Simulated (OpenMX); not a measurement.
Se:

```
CELL_PARAMETERS angstrom
4.36620 0.00000 0.00000
-2.18310 3.78124 0.00000
0.00000 0.00000 4.95360
ATOMIC_POSITIONS crystal
Se 0.77460 0.77460 0.00000
Se 0.00000 0.22540 0.66667
Se 0.22540 0.00000 0.33333
```

Base run:

| Quantity | Value |
| --- | --- |
| Program | OpenMX 3.8.5 |
| Functional | PBE |
| Potentials or basis | OpenMX 2013 PBE set, Se7.0-s3p2d2f1, grid cutoff 300 Ry |
| k mesh | 7 × 7 × 7 |
| Occupations | fermi-dirac, width 0.05 eV |
| Spin | no spin polarisation |

Its results: band gap on the k mesh 1.20 eV, indirect (least direct gap 1.53 eV); pressure 2.8 GPa; largest force 0.670 eV/Å.

Q: The run is repeated on the same cell with these changes: potentials or basis from OpenMX 2013 PBE set, Se7.0-s3p2d2f1, grid cutoff 300 Ry to OpenMX 2013 PBE set, Se7.0-s3p2d1, grid cutoff 300 Ry. What comes out?

A: Band gap on the k mesh 1.19 eV, indirect (least direct gap 1.49 eV); pressure 5.3 GPa; largest force 1.530 eV/Å.

Caveats: the mesh misses the band edges, which the band path finds closer together; the basis of atomic orbitals isn't converged, which shifts pressures, moduli and gaps; forces of over 1 eV/Å show positions far from the minimum, so gaps and moduli don't describe the material at rest (some runs).
